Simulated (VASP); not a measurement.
Here is a VASP 6.6.1 calculation.

INCAR

```
SYSTEM = CoO
PREC     = Accurate       ! precision mode
ENCUT    = 450            ! plane-wave cutoff, eV
EDIFF    = 1E-6           ! SCF threshold, eV
ISMEAR   = 0              ! smearing method
SIGMA    = 0.05           ! smearing width, eV
LREAL    = .FALSE.        ! projectors in reciprocal space
LASPH    = .TRUE.         ! aspherical terms in the spheres
NELM     = 150            ! most SCF steps
ALGO     = Normal         ! electronic algorithm
ISIF     = 2              ! what is computed and relaxed
LWAVE    = .FALSE.        ! write WAVECAR
LCHARG   = .FALSE.        ! write CHGCAR
ISPIN    = 2              ! spin polarisation
MAGMOM   = 3 -3 0 0       ! initial moments
LORBIT   = 11             ! projections on sites
LMAXMIX  = 4              ! l up to which the mixer works
LDAU     = .TRUE.         ! DFT+U
LDAUTYPE = 2            
LDAUL    = 2 -1           ! shell
LDAUU    = 6 0            ! U, eV
LDAUJ    = 0 0          
LDAUPRINT= 1            
GGA      = PS             ! functional
NBANDS   = 27             ! bands
```

The input KPOINTS:

```
regular mesh
0
G
  9 9 7
  0 0 0
```

File POSCAR:

```
CoO
1.0
    0.0000000000      2.1315016600      2.1315016600
    4.2630033200      2.1315016600      2.1315016600
    4.2630033200      4.2630033200      0.0000000000
Co O
2 2
Direct
    0.0000000000      0.0000000000      0.0000000000
    0.0000000000      0.0000000000      0.5000000000
    0.5000000000      0.5000000000      0.0000000000
    0.5000000000      0.5000000000      0.5000000000
```

Potentials or basis: VASP PAW PBE potentials, release 64 (Co, O).

Run with:

```console
$ cat potpaw_PBE.64/Co/POTCAR potpaw_PBE.64/O/POTCAR > POTCAR
$ mpirun -np 1 vasp_std > vasp.out
```

**Question.** Predict the net moment.

**Answer.** 0.00 μB per cell.

**Question.** What does it give for the site moments?

**Answer.** Co +2.83, -2.83; O -0.08, +0.08 μB.

**Question.** What does it give for the band gap on the k mesh?

**Answer.** 1.61 eV.

Eigenvalues of the final occupation matrices:
```csv
site,spin,trace,eigenvalues
site 1 d,1,4.98,0.98 0.98 0.98 1.02 1.03
site 1 d,2,2.19,0.03 0.10 0.12 0.97 0.97
site 2 d,1,2.19,0.03 0.10 0.12 0.97 0.97
site 2 d,2,4.98,0.98 0.98 0.98 1.02 1.03
```

Caveat: an odd mesh through Γ misses points on the zone boundary, where band edges often lie.
